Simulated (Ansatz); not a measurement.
## Si2Ni: one atom moved along a line

These are results of Ansatz 0.2.0, DFT PBEsol, scalar-relativistic, plane waves, PAW, not measurements. Cutoff 420 eV, Γ-centred 10×10×10 k-points, Gaussian smearing of 0.15 eV. No spin polarisation. A magnetic state may lie lower. Energies are free energies at this smearing, counted from the undisturbed cell; pressure is positive in compression.

The undisturbed cell (relaxed at this level; with this scan's settings it stands at -0.2 GPa):

```
Si Ni
1.0
     5.39141    0.00000    0.00000
     0.00000   -5.39141    0.00000
     0.00000    0.00000   -5.39141
Si Ni
8 4
Direct
  0.25000 0.25000 0.25000
  0.75000 0.75000 0.25000
  0.75000 0.25000 0.75000
  0.25000 0.75000 0.75000
  0.75000 0.75000 0.75000
  0.25000 0.25000 0.75000
  0.25000 0.75000 0.25000
  0.75000 0.25000 0.25000
  0.00000 0.00000 0.00000
  0.50000 0.50000 0.00000
  0.50000 0.00000 0.50000
  0.00000 0.50000 0.50000
```

Atom 1 (Si) is moved by x along the Cartesian unit vector (-0.577, 0.577, 0.577); the cell and all other atoms stay fixed. The cell is metallic on the mesh throughout.

```
  x (Å)  ΔE (meV/cell) force along x on the moved atoms (eV/Å) pressure (GPa)
-0.2000          172.1                                     1.61             0.3
-0.1000           45.9                                     0.89             0.0
 0.0000            0.0                                     0.00            -0.2
 0.1500          123.6                                    -1.75             0.2
```